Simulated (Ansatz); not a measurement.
Input and command of a plane-wave DFT calculation in Ansatz:

```yaml
crystal:
  lattice:
    - [3.321082791, 0.0, 0.0]
    - [-1.6605413955, 2.876142065, 0.0]
    - [0.0, 0.0, 12.3899514039]
  atoms:
    - { symbol: Mo, position: [0.3333333333, 0.6666666667, 0.25] }
    - { symbol: Mo, position: [0.6666666667, 0.3333333333, 0.75] }
    - { symbol: Se, position: [0.3333333333, 0.6666666667, 0.6184761055] }
    - { symbol: Se, position: [0.6666666667, 0.3333333333, 0.1184761055] }
    - { symbol: Se, position: [0.3333333333, 0.6666666667, 0.8815238945] }
    - { symbol: Se, position: [0.6666666667, 0.3333333333, 0.3815238945] }
basis:
  ecutwfc: 420
kpoints:
  mp_grid: { grid: [12, 12, 4] }
hamiltonian:
  xc: pbe
  dispersion: d3bj
scf:
  occupations: { method: gaussian, width: 0.05 }
output:
  forces: true
  stress: true
  eigenvalues: true
```

```bash
ansatz run input.yaml --threads 1 --pin off --max-ram 2560MiB --backend cpu --events-out ev --progress --plain --runs-dir out
```

Processor: AMD EPYC 9R45 96-Core Processor (Zen 5), 1 thread, on a host shared with other jobs.

Q: How long does it run, and how much memory does it take?

A: About 6 s on 1 thread of AMD EPYC 9R45 96-Core Processor (Zen 5), on a shared host, peak memory 0.58 GiB. It solves 56 bands at 57 k points (the mesh reduced by the symmetry that the task leaves, which can be less than the crystal's) with about 2357 plane waves, in 7 SCF iterations.
